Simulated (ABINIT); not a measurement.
# MnO (Fm-3m) in ABINIT: band structure with LDA-PZ

Aim: the band structure of MnO with LDA-PZ.

Program: ABINIT 10.8.3 (patched build). These are calculated values, not measurements. Logs are shortened: lines on timing, memory, paths and dates and some standing lists are left out, and cuts for length are marked. The log counts tension as positive stress, the text compression.

### 1 The structure

The structure is cubic, space group Fm-3m (No. 225). Conventional cell: a = 4.448 Å, b = 4.448 Å, c = 4.448 Å, α = 90.00°, β = 90.00°, γ = 90.00°. Around Mn (site symmetry m-3m) lie 6 O at 2.22 Å. O (site symmetry m-3m) has 6 Mn at 2.22 Å as nearest neighbours.

The cell is a database's computed one.

### 2 Band structure, LDA-PZ, collinear spin, ferromagnetic start

run.abi reads:

```
ndtset 2

pp_dirpath "./"
pseudos "Mn.LDA_PW-JTH.xml, O.LDA_PW-JTH.xml"

acell 5.9433406616 5.9433406616 5.9433406616
rprim
     0.0000000000     0.7071067812     0.7071067812
     0.7071067812     0.0000000000     0.7071067812
     0.7071067812     0.7071067812     0.0000000000
ntypat 2
znucl 25 8
natom 2
typat 1 2
xred
     0.0000000000     0.0000000000     0.0000000000
     0.5000000000     0.5000000000     0.5000000000

ecut 23.0
pawecutdg 45.0

ixc -1009

occopt 3
tsmear 0.05 eV

nsppol 2
spinat
     0.0000000000     0.0000000000     4.0000000000
     0.0000000000     0.0000000000     0.0000000000

nstep 100

iomode 3
prtwf 0
prteig 0
prtebands 0
prtden1 1
prtvha1 1
prtvclmb1 1
prtpot1 1

kptopt1 1
ngkpt1 10 10 10
nshiftk1 1
shiftk1 0.0 0.0 0.0
nband1 16
tolvrs1 1.0e-9

iscf2 -2
getden2 1
nband2 22
nbdbuf2 4
tolwfr2 1.0e-11
kptopt2 -9
ndivsm2 8
prteig2 1
prtvol2 -3
kptbounds2
     0.0000000000     0.0000000000     0.0000000000
     0.5000000000     0.0000000000     0.5000000000
     0.5000000000     0.2500000000     0.7500000000
     0.3750000000     0.3750000000     0.7500000000
     0.0000000000     0.0000000000     0.0000000000
     0.5000000000     0.5000000000     0.5000000000
     0.6250000000     0.2500000000     0.6250000000
     0.5000000000     0.2500000000     0.7500000000
     0.5000000000     0.5000000000     0.5000000000
     0.3750000000     0.3750000000     0.7500000000
```

Potentials or basis: JTH PAW LDA v2.0.

Launch:

```console
> abinit run.abi > log 2>&1
```

run.abo:

```text
.Version 10.8.3 of ABINIT
 DATASET    1 : space group Fm -3 m (#225); Bravais cF (face-center cubic)
================================================================================
 Values of the parameters that define the memory need for DATASET  1.
     intxc =       0    ionmov =       0      iscf =      17    lmnmax =      18
     lnmax =       6     mgfft =      27  mpssoang =       3    mqgrid =    3001
     natom =       2  nloc_mem =       2    nspden =       2   nspinor =       1
    nsppol =       2      nsym =      48    n1xccc =       1    ntypat =       2
    occopt =       3   xclevel =       1
       mpw =         801          nfft =       19683          nkpt =          47
 PAW method is used; the additional fine FFT grid is defined by:
   mgfftf=        36    nfftf =     46656
================================================================================
================================================================================

 DATASET    2 : space group Fm -3 m (#225); Bravais cF (face-center cubic)
================================================================================
 Values of the parameters that define the memory need for DATASET  2.
     intxc =       0    ionmov =       0      iscf =      -2    lmnmax =      18
     lnmax =       6     mgfft =      27  mpssoang =       3    mqgrid =    3001
     natom =       2  nloc_mem =       2    nspden =       2   nspinor =       1
    nsppol =       2      nsym =      48    n1xccc =       1    ntypat =       2
    occopt =       3   xclevel =       1
       mpw =         801          nfft =       19683          nkpt =         139
 PAW method is used; the additional fine FFT grid is defined by:
   mgfftf=        36    nfftf =     46656
================================================================================
================================================================================

--------------------------------------------------------------------------------
------------- Echo of variables that govern the present computation ------------
--------------------------------------------------------------------------------
 -outvars: echo values of preprocessed input variables --------
            acell      5.9433406616E+00  5.9433406616E+00  5.9433406616E+00 Bohr
              amu      5.49380500E+01  1.59994000E+01
             ecut      2.30000000E+01 Hartree
           getden1          0
           getden2          1
             iscf1         17
             iscf2         -2
              ixc       -1009
           jdtset        1    2
           kptopt1          1
           kptopt2         -9
         kptrlatt       10    0    0      0   10    0      0    0   10
          kptrlen1     5.94334066E+01
          kptrlen2     3.00000000E+01
            natom           2
            nband1         16
            nband2         22
           nbdbuf1          0
           nbdbuf2          4
           ndtset           2
           ndivsm1          0
           ndivsm2          8
            ngfft          27      27      27
          ngfftdg          36      36      36
             nkpt1         47
             nkpt2        139
           nspden           2
           nsppol           2
            nstep         100
             nsym          48
           ntypat           2
           occopt           3
        pawecutdg      4.50000000E+01 Hartree
        prtebands           0
           prteig1          0
           prteig2          1
           prtpot1          1
           prtpot2          0
         prtvclmb1          1
         prtvclmb2          0
           prtvha1          1
           prtvha2          0
           prtvol1          0
           prtvol2         -3
            prtwf           0
            rprim      0.0000000000E+00  7.0710678120E-01  7.0710678120E-01
                       7.0710678120E-01  0.0000000000E+00  7.0710678120E-01
                       7.0710678120E-01  7.0710678120E-01  0.0000000000E+00
           shiftk1     0.00000000E+00  0.00000000E+00  0.00000000E+00
           shiftk2     5.00000000E-01  5.00000000E-01  5.00000000E-01
          spgroup         225
[... 2496 lines left out ...]
  2.35E-12  3.86E-12  2.39E-12  9.59E-10  1.45E-09  3.83E-07
 -2.5368E+00 -1.4077E+00 -1.4072E+00 -1.4063E+00 -4.1072E-01  4.6516E-02
  5.8789E-02  9.8369E-02  2.7569E-01  3.3834E-01  3.3926E-01  3.4677E-01
  3.6370E-01  5.5612E-01  5.9637E-01  6.2158E-01  7.9568E-01  8.9078E-01
  1.0953E+00  1.2310E+00  1.2396E+00  1.3233E+00

--- !ResultsGS
iteration_state: {dtset: 2, }
comment   : Summary of ground state results
lattice_vectors:
- [  0.0000000,   4.2025765,   4.2025765, ]
- [  4.2025765,   0.0000000,   4.2025765, ]
- [  4.2025765,   4.2025765,   0.0000000, ]
lattice_lengths: [   5.94334,    5.94334,    5.94334, ]
lattice_angles: [ 60.000,  60.000,  60.000, ] # degrees, (23, 13, 12)
lattice_volume:   1.4844886E+02
convergence: {deltae:  0.000E+00, res2:  0.000E+00, residm:  9.994E-12, diffor:  0.000E+00, }
etotal    :  -1.21061357E+02
entropy   :   0.00000000E+00
fermie    :   2.73173240E-01
cartesian_stress_tensor: null
pressure_GPa: null
xred      :
- [  0.0000E+00,   0.0000E+00,   0.0000E+00, Mn]
- [  5.0000E-01,   5.0000E-01,   5.0000E-01,  O]
cartesian_forces: null
force_length_stats: {min: null, max: null, mean: null, }
...

 Integrated electronic and magnetization densities in atomic spheres:
 ------------------------------------------------------------------------------------------------------------
 Radius=ratsph(iatom), smearing ratsm=  0.0000. Diff(up-dn)=approximate z local magnetic moment.
    Atom    Radius    up_density   dn_density  Total(up+dn)  Diff(up-dn)
    1 Mn   2.11192     8.527237     4.514852     13.042089     4.012385
    2  O   1.41465     2.337179     2.159673      4.496852     0.177506
 ------------------------------------------------------------------------------------------------------------
  Sum:                10.864416     6.674525     17.538941     4.189891
 Total magnetization (from the atomic spheres):                4.189891
 Total magnetization (exact up - dn):                          4.516072

================================================================================

 ----iterations are completed or convergence reached----

 Mean square residual over all n,k,spin=   39.796E-13; max=  99.942E-13
 reduced coordinates (array xred) for    2 atoms
       0.000000000000      0.000000000000      0.000000000000
       0.500000000000      0.500000000000      0.500000000000

 cartesian coordinates (angstrom) at end:
    1      0.00000000000000     0.00000000000000     0.00000000000000
    2      2.22390770132377     2.22390770132377     2.22390770132377
 length scales=  5.943340661600  5.943340661600  5.943340661600 bohr
              =  3.145080432618  3.145080432618  3.145080432618 angstroms
 Eigenvalues (hartree) for nkpt= 139  k points, SPIN UP:
 kpt#   1, nband= 22, wtk=  1.00000, kpt=  0.0000  0.0000  0.0000 (reduced coord)
  -2.69164   -1.55563   -1.55563   -1.55563   -0.46480    0.13145    0.13145    0.13145
   0.16376    0.16376    0.16376    0.18204    0.18204    0.25669    0.78869    0.86685
   0.86685    0.86685    0.98993    0.98993    0.98993    1.09980
 kpt#   2, nband= 22, wtk=  1.00000, kpt=  0.0217  0.0000  0.0217 (reduced coord)
  -2.69163   -1.55564   -1.55564   -1.55564   -0.46459    0.12768    0.13054    0.13054
   0.16357    0.16479    0.16479    0.18211    0.18463    0.25853    0.78531    0.86445
   0.86445    0.87146    0.98103    0.99329    0.99329    1.10558
 kpt#   3, nband= 22, wtk=  1.00000, kpt=  0.0435  0.0000  0.0435 (reduced coord)
  -2.69163   -1.55568   -1.55565   -1.55565   -0.46398    0.11844    0.12811    0.12811
   0.16300    0.16756    0.16756    0.18233    0.19036    0.26403    0.77691    0.85796
   0.85796    0.88353    0.95948    1.00264    1.00264    1.10084
 kpt#   4, nband= 22, wtk=  1.00000, kpt=  0.0652  0.0000  0.0652 (reduced coord)
  -2.69162   -1.55574   -1.55568   -1.55568   -0.46297    0.10670    0.12480    0.12480
   0.16207    0.17142    0.17142    0.18269    0.19641    0.27299    0.76625    0.84888
   0.84888    0.90028    0.93209    1.01650    1.01650    1.10226
 kpt#   5, nband= 22, wtk=  1.00000, kpt=  0.0870  0.0000  0.0870 (reduced coord)
[... 524 lines left out ...]
  -2.69132   -1.55751   -1.55697   -1.55626   -0.42577    0.00943    0.03370    0.06117
   0.17785    0.20045    0.20908    0.22779    0.25704    0.51174    0.53975    0.58379
   0.74540    0.87412    1.04032    1.15934    1.20414    1.26533
 kpt# 137, nband= 22, wtk=  1.00000, kpt=  0.3929  0.3929  0.7143 (reduced coord)
  -2.69132   -1.55745   -1.55705   -1.55629   -0.42574    0.01571    0.03105    0.06316
   0.17473    0.20115    0.20950    0.22414    0.25265    0.51383    0.54655    0.57544
   0.74873    0.86218    1.04645    1.17340    1.20528    1.27169
 kpt# 138, nband= 22, wtk=  1.00000, kpt=  0.3839  0.3839  0.7321 (reduced coord)
  -2.69131   -1.55744   -1.55709   -1.55632   -0.42579    0.02152    0.02877    0.06523
   0.17150    0.20191    0.20982    0.22169    0.24815    0.51086    0.55667    0.56942
   0.75139    0.85158    1.05477    1.18590    1.20245    1.27659
 kpt# 139, nband= 22, wtk=  1.00000, kpt=  0.3750  0.3750  0.7500 (reduced coord)
  -2.69131   -1.55748   -1.55706   -1.55635   -0.42594    0.02335    0.03037    0.06738
   0.16820    0.20269    0.20987    0.22059    0.24361    0.50551    0.56212    0.57101
   0.75343    0.84229    1.06510    1.19708    1.19746    1.27993
 Eigenvalues (hartree) for nkpt= 139  k points, SPIN DOWN:
 kpt#   1, nband= 22, wtk=  1.00000, kpt=  0.0000  0.0000  0.0000 (reduced coord)
  -2.53717   -1.40541   -1.40541   -1.40541   -0.44875    0.14649    0.14649    0.14649
   0.28544    0.28544    0.28544    0.29278    0.30951    0.30951    0.80876    0.91999
   0.91999    0.91999    1.05168    1.05168    1.05168    1.15199
 kpt#   2, nband= 22, wtk=  1.00000, kpt=  0.0217  0.0000  0.0217 (reduced coord)
  -2.53717   -1.40543   -1.40542   -1.40542   -0.44854    0.14447    0.14615    0.14615
   0.28513    0.28600    0.28600    0.29431    0.30961    0.31072    0.80708    0.91755
   0.91755    0.92301    1.04201    1.05496    1.05496    1.15367
 kpt#   3, nband= 22, wtk=  1.00000, kpt=  0.0435  0.0000  0.0435 (reduced coord)
  -2.53717   -1.40548   -1.40544   -1.40544   -0.44794    0.13882    0.14514    0.14514
   0.28423    0.28765    0.28765    0.29780    0.30990    0.31501    0.80252    0.91092
   0.91092    0.93158    1.01922    1.06411    1.06411    1.15286
 kpt#   4, nband= 22, wtk=  1.00000, kpt=  0.0652  0.0000  0.0652 (reduced coord)
  -2.53716   -1.40555   -1.40547   -1.40547   -0.44695    0.13051    0.14355    0.14355
   0.28276    0.29028    0.29028    0.30124    0.31038    0.32337    0.79615    0.90151
   0.90151    0.94462    0.99081    1.07772    1.07772    1.15393
 kpt#   5, nband= 22, wtk=  1.00000, kpt=  0.0870  0.0000  0.0870 (reduced coord)
[... 525 lines left out ...]
   0.29068    0.33398    0.33599    0.35094    0.37415    0.55647    0.58630    0.62645
   0.78798    0.92154    1.07301    1.19687    1.24326    1.30613
 kpt# 137, nband= 22, wtk=  1.00000, kpt=  0.3929  0.3929  0.7143 (reduced coord)
  -2.53679   -1.40769   -1.40719   -1.40622   -0.41057    0.04213    0.05806    0.09624
   0.28561    0.33549    0.33705    0.34877    0.37078    0.56146    0.59108    0.61772
   0.79128    0.91007    1.07811    1.20942    1.24581    1.31341
 kpt# 138, nband= 22, wtk=  1.00000, kpt=  0.3839  0.3839  0.7321 (reduced coord)
  -2.53678   -1.40767   -1.40724   -1.40626   -0.41059    0.04641    0.05625    0.09727
   0.28059    0.33700    0.33816    0.34736    0.36729    0.56059    0.59654    0.61474
   0.79383    0.89983    1.08558    1.22090    1.24377    1.31926
 kpt# 139, nband= 22, wtk=  1.00000, kpt=  0.3750  0.3750  0.7500 (reduced coord)
  -2.53678   -1.40771   -1.40720   -1.40629   -0.41072    0.04652    0.05879    0.09837
   0.27569    0.33834    0.33926    0.34677    0.36370    0.55612    0.59637    0.62158
   0.79568    0.89078    1.09526    1.23099    1.23964    1.32325

== END DATASET(S) ==============================================================
================================================================================

 -outvars: echo values of variables after computation  --------
            acell      5.9433406616E+00  5.9433406616E+00  5.9433406616E+00 Bohr
           etotal1    -1.2106135700E+02
            fcart1    -0.0000000000E+00 -0.0000000000E+00 -0.0000000000E+00
                      -0.0000000000E+00 -0.0000000000E+00 -0.0000000000E+00
            rprim      0.0000000000E+00  7.0710678120E-01  7.0710678120E-01
                       7.0710678120E-01  0.0000000000E+00  7.0710678120E-01
                       7.0710678120E-01  7.0710678120E-01  0.0000000000E+00
           strten1     6.1276361640E-04  6.1276361640E-04  6.1276361640E-04
                       0.0000000000E+00  0.0000000000E+00  0.0000000000E+00
           xangst      0.0000000000E+00  0.0000000000E+00  0.0000000000E+00
                       2.2239077013E+00  2.2239077013E+00  2.2239077013E+00
             xred      0.0000000000E+00  0.0000000000E+00  0.0000000000E+00
                       5.0000000000E-01  5.0000000000E-01  5.0000000000E-01
 Calculation completed.
```

Run time: 2 min. Hardware: 1 thread of Arm Neoverse V1, shared host; peak memory 0.15 GiB.

What came out:

- Free energy: -3294.2473 eV
- Band gap on the k mesh: none (metal or under the smearing width)
- Net moment: 4.52 μB per cell
- Site moments: Mn +4.01; O +0.18 μB
- Valence electrons inside the program's atomic spheres: Mn 13.04; O 4.50

Levels at the corners of the path, in eV from the Fermi level:
Spin up:
```csv
point,band 11,band 12,band 13,band 14,band 15,band 16
Γ,-2.98,-2.48,-2.48,-0.45,14.03,16.15
X,-1.77,-1.77,-1.67,4.96,7.74,10.41
W,-1.76,-1.76,-0.76,6.93,8.22,8.22
K,-1.72,-1.43,-0.80,6.32,7.86,8.10
Γ,-2.98,-2.48,-2.48,-0.45,14.03,16.15
L,-1.66,0.34,0.34,3.47,7.66,11.75
U,-1.72,-1.43,-0.80,6.32,7.86,8.10
W,-1.76,-1.76,-0.76,6.93,8.22,8.22
L,-1.66,0.34,0.34,3.47,7.66,11.75
K,-1.72,-1.43,-0.80,6.32,7.86,8.10
```
Spin down:
```tsv
point	band 6	band 7	band 8	band 9	band 10	band 11
Γ	-3.45	-3.45	-3.45	0.33	0.33	0.33
X	-6.51	-4.43	-4.43	-1.21	1.58	1.81
W	-5.80	-5.80	-5.36	0.90	0.90	1.79
K	-6.17	-5.83	-4.76	0.07	1.77	1.80
Γ	-3.45	-3.45	-3.45	0.33	0.33	0.33
L	-7.52	-4.99	-4.99	1.55	1.57	1.57
U	-6.17	-5.83	-4.76	0.07	1.77	1.80
W	-5.80	-5.80	-5.36	0.90	0.90	1.79
L	-7.52	-4.99	-4.99	1.55	1.57	1.57
K	-6.17	-5.83	-4.76	0.07	1.77	1.80
```

Caveat: the cutoff is too short for stress, so the log's stress isn't used; a cell with one magnetic atom can't hold antiferromagnetic order, which such compounds often take; semilocal functionals often make such compounds metallic where correlation or magnetic order opens a gap, which also shifts bond lengths.
